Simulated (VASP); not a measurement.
# Al (Fm-3m) in VASP: a series of runs

Runs on Al. Level: PBE. Tasks: relaxation of cell and atoms, single point.

Everything below comes from runs of VASP 6.6.1. Logs are shortened: lines on timing, memory, paths and dates and some standing lists are left out, and cuts for length are marked.

## Step 1: The structure

The structure is cubic, space group Fm-3m (No. 225). Conventional cell: a = 4.050 Å, b = 4.050 Å, c = 4.050 Å, α = 90.00°, β = 90.00°, γ = 90.00°. Around Al (site symmetry m-3m) lie 12 Al at 2.86 Å.

## Step 2: Relaxation of cell and atoms, PBE

Input file INCAR:

```
ALGO = Normal
EDIFF = 1E-7
EDIFFG = -0.002
ENCUT = 520
GGA = PE
IBRION = 2
ISIF = 3
ISMEAR = 0
LASPH = True
LCHARG = False
LREAL = False
LWAVE = False
NELM = 60
NSW = 80
PREC = Accurate
SIGMA = 0.1
```

Input file KPOINTS:

```
k-points
0
Gamma
  18 18 18
```

Input file POSCAR:

```
Al
1.0
    0.0000000000      2.0248050000      2.0248050000
    2.0248050000      0.0000000000      2.0248050000
    2.0248050000      2.0248050000      0.0000000000
Al
1
Direct
    0.0000000000      0.0000000000      0.0000000000
```

Potentials or basis: VASP PAW PBE potentials, release 64 (Al).

The run is started by

```bash
> cat potpaw_PBE.64/Al/POTCAR > POTCAR
> mpirun -np 1 vasp_std > vasp.out
```

OUTCAR:

```text
EDIFF = 1E-7
   EDIFFG = -0.002
   ENCUT = 520
   GGA = PE
   IBRION = 2
   ISIF = 3
   ISMEAR = 0
   LASPH = True
   LREAL = False
   NELM = 60
   NSW = 80
   PREC = Accurate

 ion  position               nearest neighbor table
   1  0.000  0.000  0.000-

  LATTYP: Found a face centered cubic cell.
 ALAT       =     4.0496100000

  Lattice vectors:

 A1 = (   0.0000000000,   2.0248050000,   2.0248050000)
 A2 = (   2.0248050000,   0.0000000000,   2.0248050000)
 A3 = (   2.0248050000,   2.0248050000,   0.0000000000)

Analysis of symmetry for initial positions (statically):
=====================================================================
 Subroutine PRICEL returns:
 Original cell was already a primitive cell.

 Routine SETGRP: Setting up the symmetry group for a
 face centered cubic supercell.

 Subroutine GETGRP returns: Found 48 space group operations
 (whereof 48 operations were pure point group operations)
 out of a pool of 48 trial point group operations.

The static configuration has the point symmetry O_h .

Analysis of symmetry for dynamics (positions and initial velocities):
=====================================================================
 Subroutine PRICEL returns:
 Original cell was already a primitive cell.

 Routine SETGRP: Setting up the symmetry group for a
 face centered cubic supercell.

 Subroutine GETGRP returns: Found 48 space group operations
 (whereof 48 operations were pure point group operations)
 out of a pool of 48 trial point group operations.

The dynamic configuration has the point symmetry O_h .

 Subroutine INISYM returns: Found 48 space group operations
 (whereof 48 operations are pure point group operations),
 and found     1 'primitive' translations

----------------------------------------------------------------------------------------

                                     Primitive cell

  volume of cell :      16.6027

  direct lattice vectors                    reciprocal lattice vectors
     0.000000000  2.024805000  2.024805000    -0.246937359  0.246937359  0.246937359
     2.024805000  0.000000000  2.024805000     0.246937359 -0.246937359  0.246937359
     2.024805000  2.024805000  0.000000000     0.246937359  0.246937359 -0.246937359

  length of vectors
     2.863506692  2.863506692  2.863506692     0.427708053  0.427708053  0.427708053

  position of ions in fractional coordinates (direct lattice)
     0.000000000  0.000000000  0.000000000

  ion indices of the primitive-cell ions
   primitive index   ion index
                 1           1

----------------------------------------------------------------------------------------

 KPOINTS: k-points

Automatic generation of k-mesh.
 Grid dimensions read from file:
 generate k-points for:   18   18   18

 Generating k-lattice:

  Cartesian coordinates                     Fractional coordinates (reciprocal lattice)
    -0.013718742  0.013718742  0.013718742     0.055555556  0.000000000  0.000000000
     0.013718742 -0.013718742  0.013718742     0.000000000  0.055555556  0.000000000
     0.013718742  0.013718742 -0.013718742     0.000000000  0.000000000  0.055555556

  Length of vectors
     0.023761558  0.023761558  0.023761558

  Shift w.r.t. Gamma in fractional coordinates (k-lattice)
     0.000000000  0.000000000  0.000000000

 Subroutine IBZKPT returns following result:
 ===========================================

 Found    195 irreducible k-points:

 Following reciprocal coordinates:
            Coordinates               Weight
  0.000000  0.000000  0.000000      1.000000
  0.055556  0.000000  0.000000      8.000000
  0.111111  0.000000  0.000000      8.000000
  0.166667  0.000000  0.000000      8.000000
  0.222222  0.000000  0.000000      8.000000
  0.277778  0.000000  0.000000      8.000000
[... 16 lines left out ...]
 -0.277778  0.055556  0.000000     24.000000
 -0.222222  0.055556  0.000000     24.000000
 [... further k-points ...]
   k-points           NKPTS =    195   k-points in BZ     NKDIM =    195   number of bands    NBANDS=      5
   number of dos      NEDOS =    301   number of ions     NIONS =      1
   total plane-waves  NPLWV =  13824
   dimension x,y,z NGX =    24 NGY =   24 NGZ =   24
   dimension x,y,z NGXF=    48 NGYF=   48 NGZF=   48
   ions per type =               1
   NGX,Y,Z   is equivalent  to a cutoff of  13.93, 13.93, 13.93 a.u.
   NGXF,Y,Z  is equivalent  to a cutoff of  27.87, 27.87, 27.87 a.u.
 SYSTEM =  unknown system
   PREC   = accura    normal or accurate (medium, high low for compatibility)
   ISTART =      0    job   : 0-new  1-cont  2-samecut
   ICHARG =      2    charge: 1-file 2-atom 10-const
   ISPIN  =      1    spin polarized calculation?
   LNONCOLLINEAR =      F non collinear calculations
   LSORBIT =      F    spin-orbit coupling
   LASPH  =      T    aspherical Exc in radial PAW
   ENCUT  =  520.0 eV  38.22 Ry    6.18 a.u.   5.32  5.32  5.32*2*pi/ulx,y,z
   NELM   =     60;   NELMIN=  2; NELMDL= -5     # of ELM steps
   EDIFF  = 0.1E-06   stopping-criterion for ELM
   LREAL  =      F    real-space projection
   EDIFFG = -.2E-02   stopping-criterion for IOM
   NSW    =     80    number of steps for IOM
   IBRION =      2    ionic relax: 0-MD 1-quasi-New 2-CG
   NFREE  =      1    steps in history (QN), initial steepest desc. (CG)
   ISIF   =      3    stress and relaxation
   ISYM   =      2    0-nonsym 1-usesym 2-fastsym
   POTIM  = 0.5000    time-step for ionic-motion
   TEBEG  =    0.0;   TEEND  =   0.0 temperature during run
   PSTRESS=    0.0 pullay stress
   NELECT =       3.0000    total number of electrons
   NUPDOWN=      -1.0000    fix difference up-down
   EMIN   =  10.00;   EMAX   =-10.00  energy-range for DOS
   EFERMI =   0.00;   METHOD = LEGACY
   ISMEAR =     0;   SIGMA  =   0.10  broadening in eV -4-tet -1-fermi 0-gaus
   EFERMI_NEDOS =   21; number of points for ismear=-14 and -15
   IALGO  =     38    algorithm
   IMIX   =      4    mixing-type and parameters
     AMIX     =   0.40;   BMIX     =  1.00
     AMIX_MAG =   1.60;   BMIX_MAG =  1.00
  volume/ion in A,a.u.               =      16.60       112.04
  Fermi-wavevector in a.u.,A,eV,Ry     =   0.925526  1.748991 11.654733  0.856599
  Thomas-Fermi vector in A             =   2.051390
   LORBIT       =      0    0 simple, 1 ext, 2 COOP (PROOUT), +10 PAW based schemes
   GGA     = PE    functional components
   LHFCALC =     F    Hartree Fock is set to
   AEXX    =    0.0000 exact exchange contribution
   IVDW    =     0    specifies the selected vdW correction
   LEPSILON=     F    determine dielectric tensor
   LRPA    =     F    only Hartree local field effects (RPA)
 conjugate gradient relaxation of ions
 non-spin polarized calculation
 Gauss-broadening in eV      SIGMA  =   0.10
  energy-cutoff  :      520.00
  volume of cell :       16.60
 maximum number of plane-waves:       459
 NGX is ok and might be reduce to    24
   NGX = 11   NGY = 11   NGZ = 11

--------------------------------------- Ionic step        1  -------------------------------------------

 number of electron       3.0000000 magnetization

 Free energy of the ion-electron system (eV)
  ---------------------------------------------------
  ext. energy  EPLUGINS =         0.00000000
  ---------------------------------------------------
  free energy    TOTEN  =        -3.74436380 eV

  energy without entropy =       -3.74148553  energy(sigma->0) =       -3.74292466

------------------------ aborting loop because EDIFF is reached ----------------------------------------

  FORCE on cell =-STRESS in cart. coord.  units (eV):
  Direction    XX          YY          ZZ          XY          YZ          ZX
  --------------------------------------------------------------------------------------
  -------------------------------------------------------------------------------------
  Total       -0.0517905     -0.0517905     -0.0517905      0.0000000      0.0000000      0.0000000
  in kB       -4.9978265     -4.9978265     -4.9978265      0.0000000      0.0000000      0.0000000
  external PRESSURE =      -4.9978265 kB  Pullay stress =       0.0000000 kB
[... 55 lines left out ...]
  energy  without entropy=       -3.7416018393  energy(sigma->0) =       -3.74306826

--------------------------------------- Ionic step        3  -------------------------------------------

 number of electron       3.0000000 magnetization

 Free energy of the ion-electron system (eV)
  ---------------------------------------------------
  ext. energy  EPLUGINS =         0.00000000
  ---------------------------------------------------
  free energy    TOTEN  =        -3.74453751 eV

  energy without entropy =       -3.74161018  energy(sigma->0) =       -3.74307385

 E-fermi :   7.9960     XC(G=0): -10.1981

 val. band max:        7.9894158600   @ k =  -0.2778   0.2778   0.0556
 cond. band min:       7.9964829155   @ k =  -0.2778   0.5000   0.2222
 fundamental gap:      0.0070670555
 Fermi energy:         7.9960036868

 k-point     1 :       0.0000    0.0000    0.0000
  band No.  band energies     occupation
      1      -3.1327      2.00000
      2      20.6264      0.00000
      3      20.6264      0.00000
      4      20.6264      0.00000
      5      22.1217      0.00000

 k-point     2 :       0.0556    0.0000    0.0000
  band No.  band energies     occupation
      1      -3.0487      2.00000
      2      19.1089      0.00000
      3      20.3148      0.00000
      4      20.3148      0.00000
      5      22.5642      0.00000
[... 169 lines left out ...]
 k-point    24 :      -0.2222    0.0556    0.0000
  band No.  band energies     occupation
      1      -1.4910      2.00000
      2      11.8466      0.00000
      3      17.2923      0.00000
      4      20.1446      0.00000
      5      21.8905      0.00000

 [... further k-points ...]

------------------------ aborting loop because EDIFF is reached ----------------------------------------

  FORCE on cell =-STRESS in cart. coord.  units (eV):
  Direction    XX          YY          ZZ          XY          YZ          ZX
  --------------------------------------------------------------------------------------
  -------------------------------------------------------------------------------------
  Total        0.0001560      0.0001560      0.0001560      0.0000000      0.0000000     -0.0000000
  in kB        0.0151590      0.0151590      0.0151590      0.0000000      0.0000000     -0.0000000
  external PRESSURE =       0.0151590 kB  Pullay stress =       0.0000000 kB
[... 16 lines left out ...]
  FREE ENERGIE OF THE ION-ELECTRON SYSTEM (eV)
  ---------------------------------------------------
  free  energy   TOTEN  =        -3.7445375079 eV

  energy  without entropy=       -3.7416101834  energy(sigma->0) =       -3.74307385

 reached required accuracy - stopping structural energy minimisation
```

It took 33 s on 1 thread of Intel Xeon Platinum 8375C at 2.90GHz (Ice Lake), shared host; peak memory 0.14 GiB.

Results:

| Property | Result |
| --- | --- |
| Free energy | -3.7445 eV |
| Relaxed volume | 16.49 Å³/atom |
| Relaxed cell | a = 2.857 Å, b = 2.857 Å, c = 2.857 Å, α = 60.00°, β = 60.00°, γ = 60.00° |
| Space group after relaxing (to 0.05 Å) | Fm-3m (No. 225) |
| Energy gained by relaxing | 0.2 meV/atom |
| Ionic steps | 3 |
| Pressure after relaxing | 0.0 GPa |
| Band gap on the k mesh | none (metal or under the smearing width) |

Step by step:
| step | energy change (eV) | largest force (eV/Å) | pressure (GPa) | volume (Å³) |
| --- | --- | --- | --- | --- |
| 1 | 0.0000 | 0.0000 | -0.50 | 16.60 |
| 2 | -0.0002 | 0.0000 | 0.07 | 16.48 |
| 3 | -0.0002 | 0.0000 | 0.00 | 16.49 |

Final structure:
```yaml
crystal:
  lattice:
    - [0.00000, 2.02032, 2.02032]
    - [2.02032, 0.00000, 2.02032]
    - [2.02032, 2.02032, 0.00000]
  atoms:
    - { symbol: Al, position: [0.00000, 0.00000, 0.00000] }
```

## Step 3: Relaxation of cell and atoms, PBE

This run uses another cell than the first one, of 16.49 Å³/atom, 0.993 times its volume.

INCAR is that of step 2.

KPOINTS is that of step 2.

Input file POSCAR:

```
Al                                      
1.0
    0.0000000000      2.0203239518      2.0203239518
    2.0203239518      0.0000000000      2.0203239518
    2.0203239518      2.0203239518      0.0000000000
  Al            
     1
Direct
     0.0000000000000000    0.0000000000000000    0.0000000000000000
```

Potentials or basis: VASP PAW PBE potentials, release 64 (Al).

The run is started by

```bash
> cat potpaw_PBE.64/Al/POTCAR > POTCAR
> mpirun -np 1 vasp_std > vasp.out
```

Wall time 16 s (1 thread of Intel Xeon Platinum 8375C at 2.90GHz (Ice Lake), shared host); peak memory 0.14 GiB.

The run converged. Its results:

| Property | Result |
| --- | --- |
| Free energy | -3.7445 eV |
| Pressure after relaxing | 0.0 GPa |
| Band gap on the k mesh | none (metal or under the smearing width) |

Final structure:
```cif
data_structure
_symmetry_space_group_name_H-M 'P 1'
_symmetry_Int_Tables_number 1
_cell_length_a 2.8572
_cell_length_b 2.8572
_cell_length_c 2.8572
_cell_angle_alpha 60.000
_cell_angle_beta 60.000
_cell_angle_gamma 60.000
_cell_volume 16.49
loop_
_atom_site_label
_atom_site_type_symbol
_atom_site_fract_x
_atom_site_fract_y
_atom_site_fract_z
_atom_site_occupancy
Al1 Al 0.00000 0.00000 0.00000 1
```

Levels at points of the mesh, in eV from the Fermi level:
```
           k point  band 1  band 2  band 3  band 4  band 5
(0.00, 0.00, 0.00)  -11.13   12.63   12.63   12.63   14.13
(0.50, 0.00, 0.00)   -4.59   -4.37   11.42   11.43   11.47
(0.50, 0.50, 0.00)   -2.92   -1.59    5.27    5.61    5.61
```

Caveat: the relaxation stopped at its first step, so nothing moved.

## Step 4: Single point, PBE

This run uses another cell than the first one, of 16.49 Å³/atom, 0.993 times its volume.

Input file INCAR:

```
SYSTEM = Al
  PREC = Accurate
  ENCUT = 520
  EDIFF = 1E-7
  ISMEAR = 0
  SIGMA = 0.1
  LREAL = .FALSE.
  LASPH = .TRUE.
  NELM = 60
  ALGO = Normal
  ISIF = 2
  LWAVE = .FALSE.
  LCHARG = .FALSE.
  GGA = PE
  NBANDS = 8
```

Input file KPOINTS:

```
regular mesh
0
G
  18 18 18
  0 0 0
```

POSCAR is that of step 3.

The run is started by

```bash
> cat potpaw_PBE.64/Al/POTCAR > POTCAR
> mpirun -np 1 vasp_std > vasp.out
```

Wall time 26 s (1 thread of Intel Xeon Platinum 8375C at 2.90GHz (Ice Lake), shared host); peak memory 0.14 GiB.

The run converged. Its results:

```
Free energy            : -3.7445 eV
Pressure               : 0.0 GPa
Band gap on the k mesh : none (metal or under the smearing width)
```

Levels at points of the mesh, in eV from the Fermi level:
```tsv
k point	band 1	band 2	band 3	band 4
(0.00, 0.00, 0.00)	-11.13	12.63	12.63	12.63
(0.50, 0.00, 0.00)	-4.59	-4.37	11.42	11.42
(0.50, 0.50, 0.00)	-2.92	-1.59	5.27	5.61
```

## Step 5: Single point, PBE (a relaxed cell with its volume scaled by 0.97)

INCAR is that of step 4.

KPOINTS is that of step 4.

Input file POSCAR:

```
Al                                      
1.0
    0.0000000000      1.9999152438      1.9999152438
    1.9999152438      0.0000000000      1.9999152438
    1.9999152438      1.9999152438      0.0000000000
  Al            
     1
Direct
     0.0000000000000000    0.0000000000000000    0.0000000000000000
```

The run is started by

```bash
> cat potpaw_PBE.64/Al/POTCAR > POTCAR
> mpirun -np 1 vasp_std > vasp.out
```

It took 30 s on 1 thread of Intel Xeon Platinum 8375C at 2.90GHz (Ice Lake), shared host; peak memory 0.15 GiB.

The run converged. Its results:

```yaml
Free_energy: -3.7408 eV
Pressure: 2.5 GPa
Band_gap_on_the_k_mesh: none (metal or under the smearing width)
```

Levels at points of the mesh, in eV from the Fermi level:
```
           k point  band 1  band 2  band 3  band 4
(0.00, 0.00, 0.00)  -11.34   12.80   12.80   12.80
(0.50, 0.00, 0.00)   -4.71   -4.42   11.61   11.61
(0.50, 0.50, 0.00)   -2.99   -1.60    5.27    5.75
```

## Step 6: Summary

| task | cell | gap on the mesh (eV) | pressure (GPa) |
| --- | --- | --- | --- |
| relaxation of cell and atoms | relaxed | none | 0.0 |
| single point | as given | none | 0.0 |
| single point | a relaxed cell with its volume scaled by 0.97 | none | 2.5 |

Alike in all rows: level PBE; potentials or basis VASP PAW PBE potentials, release 64 (Al); no spin polarisation; k mesh 18 × 18 × 18; cutoff (eV) 520; smearing gaussian 0.1 eV.

Caveats: the relaxation stopped at its first step, so nothing moved (some runs).

Absolute energies hang on the potentials; compare differences alone.
